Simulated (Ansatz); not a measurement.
# H started in the widest void in rocksalt MgO, 65 atoms, charge +1

All numbers come from Ansatz (PAW, plane waves, no spin–orbit coupling) at the single k point (¼, ¼, ¼) without its symmetry partners. The atoms were relaxed with PBEsol in a fixed cell; other functionals are single points on those atoms unless said otherwise. The valence top and gap of the host come from its small cell on a dense mesh, with the band extrema sought between the mesh points, lined up by the mean potential, PBEsol gap 4.62 eV, HSE06 gap 6.46 eV. The charge correction uses an assumed dielectric constant of 9.8.

Relaxed structure:

```cif
data_structure
_symmetry_space_group_name_H-M 'P 1'
_symmetry_Int_Tables_number 1
_cell_length_a 8.4288
_cell_length_b 8.4288
_cell_length_c 8.4288
_cell_angle_alpha 90.000
_cell_angle_beta 90.000
_cell_angle_gamma 90.000
_cell_volume 598.82
loop_
_atom_site_label
_atom_site_type_symbol
_atom_site_fract_x
_atom_site_fract_y
_atom_site_fract_z
_atom_site_occupancy
O1 O 0.25079 0.99918 0.99956 1
O2 O 0.25080 0.99427 0.49920 1
O3 O 0.25081 0.49882 0.99467 1
O4 O 0.25209 0.49761 0.49796 1
O5 O 0.75053 0.99913 0.99951 1
O6 O 0.75048 0.99916 0.49923 1
O7 O 0.75049 0.49885 0.99953 1
O8 O 0.75525 0.49882 0.49920 1
O9 O 0.00115 0.24919 0.99948 1
O10 O 0.00154 0.24785 0.49965 1
O11 O 0.00140 0.74825 0.99832 1
O12 O 0.00374 0.74588 0.49829 1
O13 O 0.49964 0.24998 0.00012 1
O14 O 0.49540 0.25418 0.49991 1
O15 O 0.50046 0.74853 0.99944 1
O16 O 0.50177 0.74812 0.49963 1
O17 O 0.00115 0.99909 0.24957 1
O18 O 0.00140 0.99794 0.74862 1
O19 O 0.00154 0.49926 0.24824 1
O20 O 0.00374 0.49790 0.74627 1
O21 O 0.49964 0.99974 0.25037 1
O22 O 0.50046 0.99907 0.74890 1
O23 O 0.49543 0.49954 0.25455 1
O24 O 0.50176 0.49926 0.74849 1
O25 O 0.25020 0.25437 0.25476 1
O26 O 0.25037 0.24783 0.74852 1
O27 O 0.25037 0.74814 0.24821 1
O28 O 0.25173 0.74587 0.74625 1
O29 O 0.74993 0.24999 0.25038 1
O30 O 0.75056 0.24918 0.74890 1
O31 O 0.75057 0.74853 0.24957 1
O32 O 0.75169 0.74824 0.74862 1
Mg1 Mg 0.99987 0.99871 0.99909 1
Mg2 Mg 0.99833 0.99611 0.49908 1
Mg3 Mg 0.99834 0.49870 0.99650 1
Mg4 Mg 0.99524 0.49708 0.49746 1
Mg5 Mg 0.50144 0.99948 0.99985 1
Mg6 Mg 0.50259 0.99817 0.49945 1
Mg7 Mg 0.50259 0.49907 0.99855 1
Mg8 Mg 0.52194 0.50548 0.50584 1
Mg9 Mg 0.25059 0.24707 0.99855 1
Mg10 Mg 0.24410 0.22737 0.50601 1
Mg11 Mg 0.25094 0.75129 0.99651 1
Mg12 Mg 0.25256 0.75437 0.49744 1
Mg13 Mg 0.75017 0.24822 0.99986 1
Mg14 Mg 0.75144 0.24707 0.49945 1
Mg15 Mg 0.75094 0.74977 0.99909 1
Mg16 Mg 0.75346 0.75125 0.49909 1
Mg17 Mg 0.25059 0.99816 0.24745 1
Mg18 Mg 0.25094 0.99612 0.75168 1
Mg19 Mg 0.24412 0.50562 0.22781 1
Mg20 Mg 0.25256 0.49706 0.75476 1
Mg21 Mg 0.75017 0.99948 0.24860 1
Mg22 Mg 0.75093 0.99871 0.75015 1
Mg23 Mg 0.75145 0.49907 0.24744 1
Mg24 Mg 0.75346 0.49871 0.75163 1
Mg25 Mg 0.00016 0.24869 0.24907 1
Mg26 Mg 0.99977 0.24764 0.75024 1
Mg27 Mg 0.99977 0.74985 0.24801 1
Mg28 Mg 0.00142 0.74820 0.74858 1
Mg29 Mg 0.49973 0.24995 0.25032 1
Mg30 Mg 0.50097 0.24867 0.74986 1
Mg31 Mg 0.50098 0.74949 0.24904 1
Mg32 Mg 0.50202 0.74985 0.75022 1
H1 H 0.31942 0.42936 0.42986 1
```

Chemical potentials μ are those of reference phases of the elements at zero temperature by the same functional (the usual solids, diamond for C, grey Sn, and the molecules H2, N2, O2, F2, Cl2, Br2 and S8).

| functional | E(defect) − E(host) − Σ nμ + q·E_VBM (eV) | monopole (eV) | alignment (eV) | formation energy at E_F = VBM (eV) | moment (μB) | wall time, shared host |
| --- | --- | --- | --- | --- | --- | --- |
| PBEsol | -0.77 | 0.25 | 0.01 | -0.51 | 0 (no spin) | 16 s on NVIDIA H100 (relaxation) |

(1) Estimate the formation energy and moment that HSE06 gives on these atoms.

(2) How does the monopole term follow by hand for this cubic cell?

HSE06 one-electron levels near the gap (the ten most localised at most), from the host's valence top, not corrected for the charge's images:

```
level (eV)  spin  filling  atoms sharing it  element of the atom with most weight
     -0.11  both     2.00              33.2                                spread
     -0.09  both     2.00              33.8                                spread
```

All elements are taken at their own reference at once; growth conditions in equilibrium with the host shift these energies, by up to the host's formation enthalpy.

One k point and a cell of this size can leave errors of several tenths of an eV in such numbers.

Answers

(1) -1.43 eV at E_F = VBM (-1.69 eV before the monopole term 0.25 eV and the alignment 0.01 eV), moment 0 (no spin).

(2) q²·α·e²/(4πε₀)/(2εL) with the Madelung constant α = 2.837 and e²/4πε₀ = 14.40 eV·Å: 1 × 2.837 × 14.40 / (2 × 9.8 × 8.429) = 0.25 eV.
